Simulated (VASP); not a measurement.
**VASP 6.6.1 run: GaN**

INCAR

```
LWAVE = .FALSE.
PREC = Accurate
LCHARG = .FALSE.
ENCUT = 800
ISMEAR = -1
ISIF = 2
NBANDS = 16
IBRION = -1
SIGMA = 0.02
LASPH = .TRUE.
NSW = 0
EDIFF = 1E-7
LREAL = .FALSE.
GGA = PE
NELM = 54
```

KPOINTS

```
KPOINTS created by Atomic Simulation Environment
0
Gamma
10 10 10
0 0 0
```

POSCAR

```
Ga N
 1.0000000000000000
     0.0000000000000000    2.2489525411000000    2.1589944394999998
     2.2489525411000000    0.0000000000000000    2.1589944394999998
     2.2489525411000000    2.2489525411000000    0.0000000000000000
 Ga  N
   1   1
Cartesian
  0.0000000000000000  0.0000000000000000  0.0000000000000000
  1.1244762705499998  1.1244762705499998  1.0794972197499999
```

The recommended PBE PAW datasets give the neutral cell 18 valence electrons.

Command

```
mpirun -np 1 vasp_std
```

Q: Predict the outcome of this run.

A: It converged. Results: gap between bands v and c on the k mesh 1.91 eV; least direct gap on the k mesh 1.91 eV; pressure 14.9 GPa. Band v is the last that the valence electrons fill when counted band by band, and c is the next.

OSZICAR

```
N       E                     dE             d eps       ncg     rms          rms(c)
DAV:   1     0.984267933902E+02    0.98427E+02   -0.11713E+04  3704   0.259E+03
DAV:   2    -0.674265526782E+01   -0.10517E+03   -0.96780E+02  3632   0.400E+02
DAV:   3    -0.140677086880E+02   -0.73251E+01   -0.72846E+01  3968   0.888E+01
DAV:   4    -0.141589507989E+02   -0.91242E-01   -0.91227E-01  3984   0.111E+01
DAV:   5    -0.141601757586E+02   -0.12250E-02   -0.12249E-02  4184   0.113E+00    0.788E+00
DAV:   6    -0.120719740539E+02    0.20882E+01   -0.49140E+00  5160   0.428E+01    0.268E+00
DAV:   7    -0.120827022645E+02   -0.10728E-01   -0.33974E-01  3616   0.626E+00    0.174E+00
DAV:   8    -0.120791224330E+02    0.35798E-02   -0.47040E-02  4080   0.352E+00    0.610E-01
DAV:   9    -0.120762174514E+02    0.29050E-02   -0.12251E-02  4944   0.287E+00    0.166E-01
DAV:  10    -0.120764728291E+02   -0.25538E-03   -0.13679E-03  4112   0.635E-01    0.648E-02
DAV:  11    -0.120763901316E+02    0.82697E-04   -0.31276E-04  5056   0.307E-01    0.162E-02
DAV:  12    -0.120763951913E+02   -0.50596E-05   -0.32949E-05  3872   0.815E-02    0.115E-02
DAV:  13    -0.120763950815E+02    0.10981E-06   -0.21649E-06  3952   0.207E-02    0.258E-03
DAV:  14    -0.120763950416E+02    0.39854E-07   -0.76424E-08  3152   0.361E-03
   1 F= -.12076395E+02 E0= -.12076395E+02  d E =-.848429E-12
```

For comparison, a separate PBE run of the intended cell, on usual settings and not on those above, gives a gap of 1.90 eV on its mesh and a pressure of 14.9 GPa.
